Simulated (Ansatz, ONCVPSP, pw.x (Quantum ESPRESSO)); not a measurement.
**Which C potential is closest to all-electron in the bcc crystal?**

All use PBE, scalar-relativistic, no spin, cutoffs from each file’s atomic test, pw.x 7.5; 18³ k-points, Fermi–Dirac smearing 0.01 Ry. Δ is the rms difference from all-electron LAPW of the E(V) curves that follow from fits to the pressures, over ±6 % in volume. Mesh and smearing are coarse and serve the comparison alone. The files are a selection: those with a ghost or negative overlap were mostly not run, and those with noisy or unconverged pressures or nearly equal Δ are left out.

All-electron: a0 = 2.375 Å (V0 = 6.70 Å³/atom), B0 = 182.8 GPa.

(1) Rank them by Δ, smallest first.
A. optimised norm-conserving Vanderbilt (ONCV), ONCVPSP 4.0.1.1 (patched build), PBE; core [He], reference 2s2 2p1.5; waves: 2s: rc 0.90 bohr, ncon 3, nbas 8, qcut 7.2 1/bohr, 2 projectors, debl 1.9 Ha; 2p: rc 2.20 bohr, ncon 4, nbas 7, qcut 5.5 1/bohr, 3 projectors, debl 1.5 Ha; d scattering state at 0.11 Ha: rc 2.10 bohr, ncon 4, nbas 7, qcut 5.4 1/bohr, 3 projectors, debl 2.5 Ha; local part: polynomial inside 0.65 bohr (lpopt 5, dvloc0 3 Ha); core correction: Teter function, fcfact 4.25, rcfact 1.3.
B. optimised norm-conserving Vanderbilt (ONCV), ONCVPSP 4.0.1.1 (patched build), PBE; core [He], reference 2s2 2p2; waves: 2s: rc 1.30 bohr, ncon 4, nbas 8, qcut 5.8 1/bohr, local; 2p: rc 2.25 bohr, ncon 4, nbas 7, qcut 6.8 1/bohr, 1 projector; d scattering state at 0.13 Ha: rc 1.90 bohr, ncon 4, nbas 8, qcut 4.5 1/bohr, 2 projectors, debl 0.4 Ha; local part: the s channel; core correction: Teter function, fcfact 3.75, rcfact 1.25.
C. optimised norm-conserving Vanderbilt (ONCV), ONCVPSP 4.0.1.1 (patched build), PBE; core [He], reference 2s2 2p2; waves: 2s: rc 1.20 bohr, ncon 4, nbas 9, qcut 6.8 1/bohr, 1 projector; 2p: rc 1.95 bohr, ncon 4, nbas 9, qcut 7.1 1/bohr, 2 projectors, debl 3.6 Ha; local part: polynomial inside 0.80 bohr (lpopt 5, dvloc0 0 Ha); core correction: none.
D. optimised norm-conserving Vanderbilt (ONCV), ONCVPSP 4.0.1.1 (patched build), PBE; core [He], reference 2s2 2p2; waves: 2s: rc 1.20 bohr, ncon 3, nbas 6, qcut 5.4 1/bohr, 2 projectors, debl 2.5 Ha; 2p: rc 2.55 bohr, ncon 4, nbas 8, qcut 4.2 1/bohr, 3 projectors, debl 1.4 Ha; local part: polynomial inside 1.05 bohr (lpopt 5, dvloc0 4 Ha); core correction: polynomial model core, fcfact 0.35.

Answers

(1) B (0.5 meV/atom), C (0.8 meV/atom), A (7.1 meV/atom), D (10.5 meV/atom).
